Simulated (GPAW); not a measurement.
Input of a GPAW 26.7.0 run:

File run.py:

```python
from ase.dft.bandgap import bandgap
from ase.io import read, write
from ase.units import GPa
from gpaw import GPAW, PW, setup_paths

setup_paths.insert(0, '.')

atoms = read('POSCAR')

calc = GPAW(mode=PW(600),
            xc='PBEsol',
            kpts={'size': (7, 7, 7), 'gamma': True},
            occupations={'name': 'methfessel-paxton', 'order': 0, 'width': 0.1},
            nbands=18,
            convergence={'density': 1e-05, 'energy': 1e-05},
            maxiter=150,
            txt='gpaw.txt')
atoms.calc = calc
energy = atoms.get_potential_energy()
forces = atoms.get_forces()
stress = atoms.get_stress()
calc.write('gs.gpw')
write('result.traj', atoms)
print(f'Energy: {energy:.6f} eV')
print('Forces (eV/A):')
print(forces.round(4))
print('Stress (GPa):', (stress / GPa).round(3))
print('Fermi level:', round(calc.get_fermi_level(), 4), 'eV')
print(f'Gap: {bandgap(calc)[0]:.4f} eV, direct: {bandgap(calc, direct=True)[0]:.4f} eV')
```

File POSCAR:

```
CdTe
1.0
    0.0000000000      3.2050000000      3.2050000000
    3.2050000000      0.0000000000      3.2050000000
    3.2050000000      3.2050000000      0.0000000000
Te Cd
1 1
Direct
    0.7500000000      0.7500000000      0.7500000000
    0.0000000000      0.0000000000      0.0000000000
```

Potentials or basis: PAW data sets generated in the run's folder for this functional, pw.

Command:

```sh
$ gpaw-setup -f PBEsol Cd Te
$ OMP_NUM_THREADS=1 python run.py
```

Problem. What does it give for the band gap on the k mesh?

Solution. 0.76 eV, direct.

Problem. Estimate the pressure.

Solution. 1.3 GPa.

Caveat: spin-orbit coupling is left out, which moves the levels of the heavy elements.

**Experimental background.**

From a printed reference work, data compilation, for a bulk crystal of CdTe at 0 K: band gap 1.607 eV.

A measured gap of CdTe is 1.607 eV (0 K; a printed reference work, data compilation); the calculated 0.76 eV misses it by -0.85 eV. Spin-orbit coupling on Cd, Te is left out. The value is that of PBEsol, without temperature or zero-point motion. Semilocal functionals fall short of measured gaps as a rule.
